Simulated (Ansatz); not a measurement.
# Zn: pressure and energy change per atom against volume scale

All results are calculated (Ansatz 0.2.0). Plane-wave DFT, scalar-relativistic PAW made under PBE with cores redone for the functional, no dispersion; the given relaxed cell is scaled uniformly, energy at zero smearing counts from the unscaled cell, pressure at the given Fermi-Dirac smearing is positive in compression.

The cell before it is scaled or strained (space group Fd-3m, No. 227):
```
Zn
1.0
      0.0000     2.9655     2.9655
      2.9655     0.0000     2.9655
      2.9655     2.9655     0.0000
Zn
2
Direct
  0.12500 0.12500 0.12500
  0.87500 0.87500 0.87500
```

Settings of every row: spin polarised no; functional revPBE; wave cutoff 420 eV; smearing width 0.1 eV; k mesh 10x10x10.

Atom starting moment: 0 on all atoms.

Limits: the cell comes from a prototype or a list of computed structures and needn't be the stable phase.

```
row  volume scale  V (Å³/atom)  pressure (GPa)  energy change per atom (meV)
  1          0.88        22.95            3.68                         30.22
  2          0.92       23.993               ?                             ?
  3          0.96       25.036            0.94                          2.77
  4          1.04       27.122           -0.69                          2.46
  5          1.08       28.166           -1.24                          8.93
  6          1.12       29.209           -1.65                         18.47
```

Question: what pressure and energy change per atom should row 2 give?

Worked fit of pressure. Take u = (V_r/V)^(2/3) − 1 with V_r = 27.122 Å³ an atom, which is twice the finite (Eulerian) strain; such expansions in the strain, on which the Birch-Murnaghan equation of state is built, carry the rest volume and the bulk modulus. The shown rows have u = 0.11779, 0.0548, 0, -0.02487, -0.04822. Least squares give pressure = −0.707 + 24.499 × u + 107.76 × u² GPa; a straight line predicts inner rows, each left out in turn, worse (root mean square 0.36 against 0.033 GPa). The rows lie off it by 0.01, -0.02, 0.02, 0.01, -0.01. The pressure vanishes at u = 0.0259, or V = 26.1 Å³ an atom, and there the bulk modulus at fixed shape and fractions is B = −V dP/dV = (2/3)(1 + u) dP/du = 20.6 GPa. The withheld row has u = 0.08515, so the fit gives −0.707 + 24.499 × (0.08515) + 107.76 × (0.08515)² = 2.16 GPa.

The calculation gave 2.12 GPa. The fit lies 0.04 GPa (1.9 % of the value, 0.75 % of the column's range) above it; its largest miss of a shown row is 0.02 GPa.

Worked fit of energy change per atom. Take u = (V_r/V)^(2/3) − 1 with V_r = 27.122 Å³ an atom, which is twice the finite (Eulerian) strain; such expansions in the strain, on which the Birch-Murnaghan equation of state is built, carry the rest volume and the bulk modulus. The shown rows have u = 0.11779, 0.0548, 0, -0.02487, -0.04822. Least squares give energy change per atom = 2.194 − 174.445 × u + 3493.06 × u² meV; a straight line predicts inner rows, each left out in turn, worse (root mean square 12 against 0.59 meV). The rows lie off it by 0.11, -0.35, 0.27, 0.24, -0.26 (root mean square 0.26 meV). The withheld row has u = 0.08515, so the fit gives 2.194 − 174.445 × (0.08515) + 3493.06 × (0.08515)² = 12.67 meV.

The calculation gave 12.17 meV. The fit lies 0.50 meV (4.1 % of the value, 1.8 % of the column's range) above it; its largest miss of a shown row is 0.35 meV.
